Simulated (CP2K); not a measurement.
## MgO in CP2K: the effect of dispersion

The system is MgO.

```xyz
2
Lattice="2.9656 0.0000 0.0000 1.4828 2.5683 0.0000 1.4828 0.8561 2.4214" Properties=species:S:1:pos:R:3 pbc="T T T"
Mg    0.0000    0.0000    0.0000
O     2.9656    1.7122    1.2107
```

The cell is a database's computed one.

Alike in all runs:

* Program: CP2K 2026.2
* Task: single point
* Functional: PBE
* Potentials or basis: POTENTIAL_UZH Mg GTH-PBE-q10, O GTH-PBE-q6; TZVP-MOLOPT-PBE-GTH basis
* Density cutoff: 19048 eV
* k mesh: 11 × 11 × 11
* Occupations: fermi-dirac, width 0.05 eV
* Spin: no spin polarisation

Q: One run gave: pressure 10.9 GPa. Which dispersion did it use?
A. D3
B. D2
C. D4
D. none
E. D3(BJ)

A: D.

```csv
dispersion,pressure (GPa)
none,10.9
D2,4.7
D3,6.4
D3(BJ),5.6
D4,7.7
rVV10,9.5
D3(BJ)+ATM,6.2
```

Caveats: the basis of atomic orbitals isn't converged, which shifts pressures, moduli and gaps; the real-space grid breaks the cell's symmetry a little (some runs).

Not every run made on this cell is shown here.
